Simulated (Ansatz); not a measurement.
SnSe2:

```xyz
3
Lattice="3.8110 0.0000 0.0000 -1.9055 3.3004 0.0000 0.0000 0.0000 6.1360" Properties=species:S:1:pos:R:3 pbc="T T T"
Sn    0.0000    0.0000    0.0000
Se    1.9055    1.1001    4.6081
Se    0.0000    2.2003    1.5279
```

| Item | Value |
| --- | --- |
| Program | Ansatz 0.2.0 |
| Task | relaxation of cell and atoms |
| Functional | revPBE0 |
| Potentials or basis | Ansatz PAW |
| Cutoff | 420 eV (not typed: the program's choice for these potentials) |
| k mesh | 4 × 4 × 3 |
| Occupations | fermi-dirac, width 0.05 eV |
| Spin | no spin polarisation |

At the start: volume 25.73 Å³/atom.

Where does the relaxation end?

It ends after 19 steps and the volume is 37.40 Å³/atom (+45.4 %); space group P-3m1 (No. 164, to 0.05 Å).

Step by step:
```tsv
step	energy change (eV)	largest force (eV/Å)	volume (Å³)
1	0.0000	0.2799	77.18
2	-0.0506	0.3246	86.29
3	-0.0847	0.0871	86.81
4	-0.0967	0.0133	87.06
5	-0.1053	0.0587	89.41
6	-0.1092	0.0341	92.30
7	-0.1094	0.0000	92.97
8	-0.1188	0.0032	92.97
9	-0.1221	0.0019	95.04
10	-0.1251	0.0042	97.93
11	-0.1268	0.0441	101.78
12	-0.1266	0.0259	105.20
13	-0.1270	0.0003	104.40
14	-0.1305	0.0019	104.40
15	-0.1306	0.0382	106.93
16	-0.1306	0.0190	109.33
17	-0.1304	0.0059	111.05
18	-0.1302	0.0051	112.19
19	-0.1319	0.0043	112.19
```

Final structure:
```xyz
3
Lattice="3.8645 0.0000 0.0000 -1.9322 3.3467 0.0000 0.0000 0.0000 8.6748" Properties=species:S:1:pos:R:3 pbc="T T T"
Sn    0.0000    0.0000    0.0000
Se    1.9322    1.1156    7.1241
Se    0.0000    2.2311    1.5506
```

Caveat: the k mesh is coarse (spacing up to 0.48 Å⁻¹), so the values aren't converged; the volume moved by over 15 % at a fixed basis, so the end points are rough; the plane-wave basis is chosen anew once the cell has moved, so the energies of steps on either side of that aren't comparable; the volume moved by +45 % from the deposited cell, more than functionals usually miss; the PAW data sets come from PBE, with cores solved anew for the run's functional, which leaves a small shift of forces and pressure.
